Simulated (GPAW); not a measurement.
The system is TiO.

```
CELL_PARAMETERS angstrom
3.03100 0.00000 0.00000
-1.51550 2.62492 0.00000
0.00000 0.00000 3.23770
ATOMIC_POSITIONS crystal
Ti 0.66667 0.33333 0.00000
O 0.00000 0.00000 0.50000
```

```yaml
Program: GPAW 26.7.0
Task: relaxation of cell and atoms
Functional: PBEsol
Potentials_or_basis: PAW data sets generated in the run's folder for this functional
Cutoff: 800 eV
Basis: pw
k_mesh: 10 × 10 × 8
Occupations: fermi-dirac, width 0.05 eV
Spin: no spin polarisation
```

At the start: pressure -40.3 GPa; volume 12.88 Å³/atom.

Q: Where does the relaxation end?

A: Over 8 steps the energy falls by 601.1 meV/atom and the volume is 9.47 Å³/atom (-26.5 %); space group P-6m2 (No. 187, to 0.05 Å).

Step by step:
```tsv
step	energy change (eV)	largest force (eV/Å)	pressure (GPa)	volume (Å³)
1	0.0000	0.0000	-40.29	25.76
2	-0.4354	0.0000	-36.59	24.03
3	-1.1959	0.0000	-3.90	19.20
4	-1.1994	0.0000	2.15	18.76
5	-1.2009	0.0000	0.55	18.87
6	-1.2017	0.0000	-0.12	18.92
7	-1.2023	0.0000	-0.35	18.95
8	-1.2023	0.0000	-0.12	18.93
```

Final structure:
```xyz
2
Lattice="2.7939 0.0000 0.0000 -1.3969 2.4196 0.0000 0.0000 0.0000 2.8005" Properties=species:S:1:pos:R:3 pbc="T T T"
Ti    1.3969    0.8065    0.0000
O     0.0000    0.0000    1.4003
```

Caveat: later steps reuse the first step's grids; the volume moved by over 15 % at a fixed basis, so the end points are rough; the volume moved by -27 % from the deposited cell, more than functionals usually miss.
